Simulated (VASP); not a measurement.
Runs of VASP 6.6.1 on Ag. Symmetry: Im-3m, No. 229, cubic system. Conventional cell: a = 3.223 Å, b = 3.223 Å, c = 3.223 Å, α = 90.00°, β = 90.00°, γ = 90.00°. Around Ag (site symmetry m-3m) lie 8 Ag at 2.79 Å. This isn't the form of Ag at room conditions, which is fcc.

```csv
level,k mesh,cutoff (eV),smearing,further INCAR settings,gap on the mesh (eV),pressure (GPa)
PBEsol,18 × 18 × 18,520,gaussian 0.5 eV,ALGO = Fast; EDIFF = 1e-06,none,0.2
PBEsol,18 × 18 × 18,700,gaussian 0.1 eV,ALGO = Fast; EDIFF = 1e-06,none,0.2
PBEsol,28 × 28 × 28,520,gaussian 0.1 eV,ALGO = Fast; EDIFF = 1e-06,none,0.1
PBEsol,18 × 18 × 18,900,gaussian 0.1 eV,ALGO = Fast; EDIFF = 1e-06,none,0.2
r2SCAN,18 × 18 × 18,520,gaussian 0.1 eV,ALGO = Normal; EDIFF = 1e-06,none,(a)
```

Alike in all rows: task single point; potentials or basis VASP PAW PBE potentials, release 64 (Ag); no spin polarisation; cell as given.

Q: Estimate the missing entries.

A: (a) 4.8.

Caveats: the PAW data sets were made with another functional, which shifts forces and pressure a little.

A k mesh can miss the band edges, and the runs leave out spin-orbit coupling on Ag.

A gap of «none» marks a metal or a gap under the smearing width.

Not every run made on this cell is shown here.
